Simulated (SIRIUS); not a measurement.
The system is MgB2.

```
Mg B
1.0
     3.08500    0.00000    0.00000
    -1.54250    2.67169    0.00000
     0.00000    0.00000    3.52300
Mg B
1 2
Direct
  0.00000 0.00000 0.00000
  0.66667 0.33333 0.50000
  0.33333 0.66667 0.50000
```

Base run:

```yaml
Program: SIRIUS 7.12.0
Functional: WC
Potentials_or_basis: PseudoDojo 0.4.1 PBE standard (scalar relativistic)
Cutoff: 1152 eV
Density_cutoff: 4606 eV
k_mesh: 8 × 8 × 7
Occupations: fermi-dirac, width 0.05 eV
Spin: no spin polarisation
```

Its results: band gap on the k mesh none (metal or under the smearing width); pressure -1.9 GPa.

Question: The run is repeated on the same cell with these changes: functional from WC to BP86; libxc names from ["XC_GGA_X_WC", "XC_GGA_C_PBE"] to ["XC_GGA_X_B88", "XC_GGA_C_P86"]. What comes out?

Answer: Band gap on the k mesh none (metal or under the smearing width); pressure 0.3 GPa.

Caveats: the potentials were made for another functional, which shifts forces and pressure.

Not every run made on this cell is shown here.
